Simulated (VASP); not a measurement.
# MgB2 (P6/mmm) in VASP: a series of runs

The runs below take MgB2 through equation of state, with PBEsol, PBE.

All numbers are computed with VASP 6.6.1; they aren't measurements. Logs are shortened: lines on timing, memory, paths and dates and some standing lists are left out, and cuts for length are marked.

### 1 Starting point

It takes space group P6/mmm (No. 191, hexagonal). Conventional cell: a = 3.085 Å, b = 3.085 Å, c = 3.523 Å, α = 90.00°, β = 90.00°, γ = 120.00°. Around Mg (site symmetry 6/mmm) lie 12 B at 2.51 Å. B (site symmetry -6m2) has 3 B at 1.78 Å as nearest neighbours.

### 2 Equation of state, PBEsol, 9.10 Å³/atom (volume scaled by 0.94)

INCAR reads:

```
SYSTEM = MgB2
  ALGO = Normal
  EDIFF = 1E-7
  ENCUT = 520
  GGA = PS
  ISIF = 2
  ISMEAR = -1
  LASPH = .TRUE.
  LCHARG = .FALSE.
  LREAL = .FALSE.
  LWAVE = .FALSE.
  NBANDS = 11
  NELM = 80
  PREC = Accurate
  SIGMA = 0.05
```

KPOINTS reads:

```
k-points
0
G
  10 10 8
  0 0 0
```

POSCAR reads:

```
MgB2
1.0
    3.0220231454      0.0000000000      0.0000000000
   -1.5110115727      2.6171488148      0.0000000000
    0.0000000000      0.0000000000      3.4510818610
Mg B
1 2
Direct
    0.0000000000      0.0000000000      0.0000000000
    0.6666666667      0.3333333333      0.5000000000
    0.3333333333      0.6666666667      0.5000000000
```

Potentials or basis: VASP PAW PBE potentials, release 64 (Mg, B).

Command:

```sh
> cat potpaw_PBE.64/Mg/POTCAR potpaw_PBE.64/B/POTCAR > POTCAR
> mpirun -np 1 vasp_std > vasp.out
```

OUTCAR:

```text
SYSTEM = MgB2
   EDIFF = 1E-7
   ENCUT = 520
   GGA = PS
   ISIF = 2
   ISMEAR = -1
   LASPH = .TRUE.
   LREAL = .FALSE.
   NELM = 80
   PREC = Accurate

 Found     70 irreducible k-points:

 Following reciprocal coordinates:
            Coordinates               Weight
  0.000000  0.000000  0.000000      1.000000
  0.100000 -0.000000  0.000000      6.000000
  0.200000 -0.000000  0.000000      6.000000
  0.300000 -0.000000  0.000000      6.000000
  0.400000 -0.000000  0.000000      6.000000
  0.500000  0.000000  0.000000      3.000000
   k-points           NKPTS =     70   k-points in BZ     NKDIM =     70   number of bands    NBANDS=     11
   number of dos      NEDOS =    301   number of ions     NIONS =      3
   total plane-waves  NPLWV =  16128
   dimension x,y,z NGX =    24 NGY =   24 NGZ =   28
   dimension x,y,z NGXF=    48 NGYF=   48 NGZF=   56
   ions per type =               1   2
   NGX,Y,Z   is equivalent  to a cutoff of  13.20, 13.20, 13.49 a.u.
   NGXF,Y,Z  is equivalent  to a cutoff of  26.41, 26.41, 26.98 a.u.
 SYSTEM =  MgB2
   PREC   = accura    normal or accurate (medium, high low for compatibility)
   ISTART =      0    job   : 0-new  1-cont  2-samecut
   ICHARG =      2    charge: 1-file 2-atom 10-const
   ISPIN  =      1    spin polarized calculation?
   LNONCOLLINEAR =      F non collinear calculations
   LSORBIT =      F    spin-orbit coupling
   LASPH  =      T    aspherical Exc in radial PAW
   ENCUT  =  520.0 eV  38.22 Ry    6.18 a.u.   5.62  5.62  6.42*2*pi/ulx,y,z
   NELM   =     80;   NELMIN=  2; NELMDL= -5     # of ELM steps
   EDIFF  = 0.1E-06   stopping-criterion for ELM
   LREAL  =      F    real-space projection
   EDIFFG = 0.1E-05   stopping-criterion for IOM
   NSW    =      0    number of steps for IOM
   IBRION =     -1    ionic relax: 0-MD 1-quasi-New 2-CG
   NFREE  =      0    steps in history (QN), initial steepest desc. (CG)
   ISIF   =      2    stress and relaxation
   ISYM   =      2    0-nonsym 1-usesym 2-fastsym
   POTIM  = 0.5000    time-step for ionic-motion
   TEBEG  =    0.0;   TEEND  =   0.0 temperature during run
   PSTRESS=    0.0 pullay stress
   NELECT =       8.0000    total number of electrons
   NUPDOWN=      -1.0000    fix difference up-down
   EMIN   =  10.00;   EMAX   =-10.00  energy-range for DOS
   EFERMI =   0.00;   METHOD = LEGACY
   ISMEAR =    -1;   SIGMA  =   0.05  broadening in eV -4-tet -1-fermi 0-gaus
   EFERMI_NEDOS =   21; number of points for ismear=-14 and -15
   IALGO  =     38    algorithm
   IMIX   =      4    mixing-type and parameters
     AMIX     =   0.40;   BMIX     =  1.00
     AMIX_MAG =   1.60;   BMIX_MAG =  1.00
  volume/ion in A,a.u.               =       9.10        61.40
  Fermi-wavevector in a.u.,A,eV,Ry     =   1.087454  2.054991 16.089662  1.182557
  Thomas-Fermi vector in A             =   2.223614
   LORBIT       =      0    0 simple, 1 ext, 2 COOP (PROOUT), +10 PAW based schemes
   GGA     = PS    functional components
   LHFCALC =     F    Hartree Fock is set to
   AEXX    =    0.0000 exact exchange contribution
   IVDW    =     0    specifies the selected vdW correction
   LEPSILON=     F    determine dielectric tensor
   LRPA    =     F    only Hartree local field effects (RPA)
 non-spin polarized calculation
  energy-cutoff  :      520.00
  volume of cell :       27.29
 maximum number of plane-waves:       753
 NGX is ok and might be reduce to    24
   NGX = 11   NGY = 11   NGZ = 13

 number of electron       8.0000000 magnetization

 Free energy of the ion-electron system (eV)
  ---------------------------------------------------
  ext. energy  EPLUGINS =         0.00000000
  ---------------------------------------------------
  free energy    TOTEN  =       -16.19785047 eV

  energy without entropy =      -16.19096641  energy(sigma->0) =      -16.19440844

 E-fermi :   5.7045     XC(G=0): -11.2386

 val. band max:        5.6928766614   @ k =   0.1000  -0.0000   0.5000
 cond. band min:       5.7172355919   @ k =   0.1000  -0.0000   0.1250
 fundamental gap:      0.0243589304
 Fermi energy:         5.7045203847

 k-point     1 :       0.0000    0.0000    0.0000
  band No.  band energies     occupation
      1      -7.1242      2.00000
      2       2.5870      2.00000
      3       6.0816      0.00106
      4       6.0816      0.00106
      5       7.4182      0.00000
      6      12.2097      0.00000
      7      12.2097      0.00000
      8      14.4422      0.00000
      9      16.1489      0.00000
     10      18.8994      0.00000
     11      22.2974      0.00000

 k-point     2 :       0.1000   -0.0000    0.0000
  band No.  band energies     occupation
      1      -6.9439      2.00000
      2       2.7623      2.00000
      3       5.2046      1.99991
      4       5.6646      1.37894
      5       7.5709      0.00000
      6      12.1176      0.00000
      7      12.9956      0.00000
      8      14.7706      0.00000
      9      15.4902      0.00000
     10      19.7625      0.00000
     11      21.6288      0.00000

 k-point     3 :       0.2000   -0.0000    0.0000
  band No.  band energies     occupation
      1      -6.4062      2.00000
      2       3.2823      2.00000
      3       3.2877      2.00000
      4       4.8375      2.00000
      5       8.0415      0.00000
      6      11.6473      0.00000
      7      13.8226      0.00000
      8      14.9061      0.00000
      9      15.3628      0.00000
     10      20.7552      0.00000
     11      20.8233      0.00000

 k-point     4 :       0.3000   -0.0000    0.0000
  band No.  band energies     occupation
      1      -5.5206      2.00000
      2       1.1459      2.00000
      3       4.0820      2.00000
      4       4.1203      2.00000
      5       8.7460      0.00000
      6      11.1534      0.00000
      7      11.7622      0.00000
      8      15.0567      0.00000
      9      17.3515      0.00000
     10      19.6537      0.00000
     11      20.7792      0.00000

 k-point     5 :       0.4000   -0.0000    0.0000
  band No.  band energies     occupation
      1      -4.3076      2.00000
      2      -0.8890      2.00000
      3       3.5874      2.00000
      4       5.1681      1.99996
      5       9.4127      0.00000
      6       9.8510      0.00000
      7      11.0271      0.00000
      8      14.0035      0.00000
      9      19.0144      0.00000
     10      19.5638      0.00000
     11      20.3782      0.00000

 k-point     6 :       0.5000    0.0000    0.0000
  band No.  band energies     occupation
      1      -3.0404      2.00000
      2      -2.4388      2.00000
      3       3.4172      2.00000
      4       5.8441      0.11549
      5       8.8695      0.00000
      6       9.6333      0.00000
      7      11.2447      0.00000
      8      13.3280      0.00000
      9      18.8099      0.00000
     10      19.9390      0.00000
     11      20.1618      0.00000

 [... further k-points ...]

------------------------ aborting loop because EDIFF is reached ----------------------------------------

  FORCE on cell =-STRESS in cart. coord.  units (eV):
  Direction    XX          YY          ZZ          XY          YZ          ZX
  --------------------------------------------------------------------------------------
  -------------------------------------------------------------------------------------
  Total        1.4448066      1.4448066      0.7177214      0.0000000     -0.0000000      0.0000000
  in kB       84.8083926     84.8083926     42.1293753      0.0000000     -0.0000000      0.0000000
  external PRESSURE =      70.5820535 kB  Pullay stress =       0.0000000 kB

 VOLUME and BASIS-vectors are now :
 -----------------------------------------------------------------------------
  energy-cutoff  :      520.00
  volume of cell :       27.29
      direct lattice vectors                 reciprocal lattice vectors
     3.022023145  0.000000000  0.000000000     0.330904150  0.191047600  0.000000000
    -1.511011573  2.617148815  0.000000000     0.000000000  0.382095200  0.000000000
     0.000000000  0.000000000  3.451081861     0.000000000  0.000000000  0.289764207

 POSITION                                       TOTAL-FORCE (eV/Angst)
 -----------------------------------------------------------------------------------
      0.00000      0.00000      0.00000         0.000000      0.000000      0.000000
      1.51101      0.87238      1.72554        -0.000000      0.000000      0.000000
     -0.00000      1.74477      1.72554        -0.000000      0.000000      0.000000
 -----------------------------------------------------------------------------------
    total drift:                                0.000000     -0.000000      0.000000

  FREE ENERGIE OF THE ION-ELECTRON SYSTEM (eV)
  ---------------------------------------------------
  free  energy   TOTEN  =       -16.1978504651 eV

  energy  without entropy=      -16.1909664056  energy(sigma->0) =      -16.19440844
```

Wall time 17 s (1 thread of Intel Xeon Platinum 8259CL at 2.50GHz (Skylake/Cascade Lake), shared host); peak memory 0.15 GiB.

What came out:

```yaml
Free_energy: -16.1979 eV
Pressure: 7.1 GPa
Band_gap_on_the_k_mesh: none (metal or under the smearing width)
```

Caveat: the PAW data sets were made with another functional, which shifts forces and pressure a little.

### 3 Equation of state, PBEsol, 9.29 Å³/atom (volume scaled by 0.96)

INCAR is that of step 2.

KPOINTS is that of step 2.

POSCAR reads:

```
MgB2
1.0
    3.0433056997      0.0000000000      0.0000000000
   -1.5216528499      2.6355800475      0.0000000000
    0.0000000000      0.0000000000      3.4753860551
Mg B
1 2
Direct
    0.0000000000      0.0000000000      0.0000000000
    0.6666666667      0.3333333333      0.5000000000
    0.3333333333      0.6666666667      0.5000000000
```

Potentials or basis: VASP PAW PBE potentials, release 64 (Mg, B).

Command:

```sh
> cat potpaw_PBE.64/Mg/POTCAR potpaw_PBE.64/B/POTCAR > POTCAR
> mpirun -np 1 vasp_std > vasp.out
```

Wall time 14 s (1 thread of Intel Xeon Platinum 8259CL at 2.50GHz (Skylake/Cascade Lake), shared host); peak memory 0.15 GiB.

Results (log left out):

- Free energy: -16.2169 eV
- Pressure: 3.4 GPa
- Band gap on the k mesh: none (metal or under the smearing width)

Caveat: the PAW data sets were made with another functional, which shifts forces and pressure a little.

### 4 Equation of state, PBEsol, 9.49 Å³/atom (volume scaled by 0.98)

INCAR is that of step 3.

KPOINTS is that of step 3.

POSCAR reads:

```
MgB2
1.0
    3.0642946782      0.0000000000      0.0000000000
   -1.5321473391      2.6537570360      0.0000000000
    0.0000000000      0.0000000000      3.4993549923
Mg B
1 2
Direct
    0.0000000000      0.0000000000      0.0000000000
    0.6666666667      0.3333333333      0.5000000000
    0.3333333333      0.6666666667      0.5000000000
```

Command:

```sh
> cat potpaw_PBE.64/Mg/POTCAR potpaw_PBE.64/B/POTCAR > POTCAR
> mpirun -np 1 vasp_std > vasp.out
```

It took 14 s on 1 thread of Intel Xeon Platinum 8259CL at 2.50GHz (Skylake/Cascade Lake), shared host; peak memory 0.15 GiB.

It converged, with:

* Free energy: -16.2232 eV
* Pressure: 0.0 GPa
* Band gap on the k mesh: none (metal or under the smearing width)

Caveat: the PAW data sets were made with another functional, which shifts forces and pressure a little.

(Continued in part 2 of 2.)
